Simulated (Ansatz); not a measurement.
# Ta: from a guess to a relaxed structure

These are results of DFT PBE, scalar-relativistic, plane waves, PAW (Ansatz 0.2.0), not measurements. Cutoff 420 eV, Gaussian smearing, Γ-centred meshes. Cell and atoms relax first on a coarse mesh and then on a finer one. In between, the cell is made exact in the group found at 0.06 Å. In metals the finer mesh still leaves noise of several meV/atom or more. The steps can't lower the symmetry of their start. No spin polarisation.

Recipe of this trial structure of Ta: random cell by space group and Wyckoff sites (Cmmm, No. 65). Lengths were set from tabulated atomic sizes, so they are only a guess.

```xyz
1
Lattice="1.4058 -2.4341 0.0000 1.4058 2.4341 0.0000 0.0000 0.0000 2.8966" Properties=species:S:1:pos:R:3 pbc="T T T"
Ta    1.4058    0.0000    0.0000
```

Energies count from the standard state of Ta at the same level.

Task: Which structure results?

Result: The symmetry stays P6/mmm (No. 191). The end has the simple hexagonal type. The volume per atom stays near 19.8 Å³. The shortest distance goes from 2.81 Å (Ta–Ta) to 2.74 Å (Ta–Ta). The energy falls by about 0.13 eV/atom (the start's value is from the coarse mesh). The end is written in a standard setting, so origin, axes and order of atoms can differ from the start's. Conventional cell: a = 2.887 Å, c = 2.739 Å. Around Ta lie 8 Ta at 2.74–2.89 Å.

```cif
data_structure
_symmetry_space_group_name_H-M 'P6/mmm'
_symmetry_Int_Tables_number 191
_cell_length_a 2.8866
_cell_length_b 2.8866
_cell_length_c 2.7389
_cell_angle_alpha 90.000
_cell_angle_beta 90.000
_cell_angle_gamma 120.000
_cell_volume 19.76
loop_
_atom_site_label
_atom_site_type_symbol
_atom_site_symmetry_multiplicity
_atom_site_Wyckoff_symbol
_atom_site_fract_x
_atom_site_fract_y
_atom_site_fract_z
_atom_site_occupancy
Ta1 Ta 1 a 0.00000 0.00000 0.00000 1
```

Task: How does it come out in energy, and is it a metal?

Result:

- Energy over the standard state: +0.69 eV/atom
- Gap on the 24×24×20 mesh of the 1-atom cell: 0 eV (a metal)

It lies above the standard state, so it could only be metastable.

The last run used Gaussian smearing of 0.10 eV. Spin–orbit coupling, which can matter for Ta, is left out. Symmetry constrained the relaxation, so the result can be a saddle point. Another cell of Ta relaxed alike, in Im-3m, lies 0.69 eV/atom lower, so this cell isn't the stable form at this level.
